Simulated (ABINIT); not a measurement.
A run of ABINIT 10.8.3 (patched build) is set up as follows.

File run.abi:

```
ndtset 2

pp_dirpath "./"
pseudos "Sr.GGA_PBE-JTH.xml, O.GGA_PBE-JTH.xml"

acell 3*1.0
rprim
     0.0000000000     4.8496041536     4.8496041536
     4.8496041536     0.0000000000     4.8496041536
     4.8496041536     4.8496041536     0.0000000000
ntypat 2
znucl 38 8
natom 2
typat 1 2
xred
     0.5000000000     0.5000000000     0.5000000000
     0.0000000000     0.0000000000     0.0000000000

ecut 23.0
pawecutdg 45.0

ixc -150130

occopt 3
tsmear 0.00183747

nstep 100

iomode 3
prtwf 0
prteig 0
prtebands 0
prtden1 1
prtvha1 1
prtvclmb1 1
prtpot1 1

kptopt1 1
ngkpt1 9 9 9
nshiftk1 1
shiftk1 0.0 0.0 0.0
nband1 12
tolvrs1 1.0e-9

iscf2 -2
getden2 1
nband2 18
nbdbuf2 4
tolwfr2 1.0e-11
kptopt2 -9
ndivsm2 5
prteig2 1
prtvol2 -3
kptbounds2
     0.0000000000     0.0000000000     0.0000000000
     0.5000000000     0.0000000000     0.5000000000
     0.5000000000     0.2500000000     0.7500000000
     0.3750000000     0.3750000000     0.7500000000
     0.0000000000     0.0000000000     0.0000000000
     0.5000000000     0.5000000000     0.5000000000
     0.6250000000     0.2500000000     0.6250000000
     0.5000000000     0.2500000000     0.7500000000
     0.5000000000     0.5000000000     0.5000000000
     0.3750000000     0.3750000000     0.7500000000
```

Potentials or basis: JTH PAW PBE v2.0.

The run is started by

```bash
$ abinit run.abi > log 2>&1
```

(1) Estimate the pressure.

(2) Predict the band gap on the k mesh.

Results:

(1) -1.2 GPa.

(2) 3.21 eV, indirect (least direct gap 3.29 eV).

Caveat: the PAW data sets were made with another functional, which shifts forces and pressure a little.
